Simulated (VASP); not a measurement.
The system is InP.

```
In P
1.0
     0.00000    2.93954    2.93954
     2.93954    0.00000    2.93954
     2.93954    2.93954    0.00000
In P
1 1
Direct
  0.00000 0.00000 0.00000
  0.75000 0.75000 0.75000
```

The cell is a database's computed one.

Base run:

| Property | Result |
| --- | --- |
| Program | VASP 6.6.1 |
| Functional | PBEsol |
| Potentials or basis | VASP PAW PBE potentials, release 64 (In_d, P) |
| Cutoff | 700 eV |
| k mesh | 10 × 10 × 10 |
| Occupations | gaussian, width 0.02 eV |
| Spin | no spin polarisation |

Its results: band gap on the k mesh 0.57 eV, direct; pressure 0.0 GPa.

Question: The run is repeated on the same cell with these changes: functional from PBEsol to r2SCAN; cutoff from 700 eV to 520 eV. What comes out?

Answer: Band gap on the k mesh 1.12 eV, direct; pressure 0.9 GPa.

r2SCAN gives the wider gap, since meta-GGAs in the generalised Kohn-Sham scheme recover part of the derivative discontinuity.

Caveats: the PAW data sets were made with another functional, which shifts forces and pressure a little; spin-orbit coupling is left out, which moves the levels of the heavy elements.

A k mesh can miss the band edges.

Not every run made on this cell is shown here.
